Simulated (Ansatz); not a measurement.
Space group C2/m (No. 12). a = 13.913 Å, b = 3.867 Å, c = 6.365 Å, α = 90.00°, β = 96.86°, γ = 90.00°
```json
{"atom": "Si", "site": "4i", "symmetry": "m", "x": "0.0557", "y": "0.0000", "z": "0.8741"}
{"atom": "Si", "site": "4i", "symmetry": "m", "x": "0.0592", "y": "0.5000", "z": "0.6536"}
{"atom": "Si", "site": "4i", "symmetry": "m", "x": "0.2129", "y": "0.0000", "z": "0.0571"}
{"atom": "Si", "site": "4i", "symmetry": "m", "x": "0.2270", "y": "0.5000", "z": "0.5856"}
```

Equation of state of this Si structure (not necessarily the ground state), with shape and atoms relaxed at each volume where symmetry leaves them free. Computed with DFT PBE, scalar-relativistic, plane waves, PAW in Ansatz 0.2.0.

Plane waves to 420 eV, a k mesh through Γ of 10×10×6 on the computed 8-atom cell and Gaussian smearing (0.01 eV); no spin polarisation.

| V (Å³/atom) | E − E(largest V) (meV/atom) | P (GPa) | gap on mesh (eV) |
| --- | --- | --- | --- |
| 18.700 | 49.96 | 13.21 | 0.07 |
| 19.338 | 5.61 | 9.18 | 0.12 |
| 19.975 | -23.70 | 5.65 | 0.18 |
| 20.613 | -39.98 | 2.61 | 0.24 |
| 21.250 | -45.04 | 0.00 | 0.29 |
| 21.888 | -40.48 | -2.23 | 0.34 |
| 22.525 | -27.71 | -4.14 | 0.38 |
| 23.375 | 0.00 | -6.24 | 0.43 |

Question: Fit a third-order Birch–Murnaghan equation to E(V).

Answer: V0 = 21.25 Å³/atom, B0 = 80 GPa, B0' = 4.1.

This form isn't the element's structure at ambient conditions.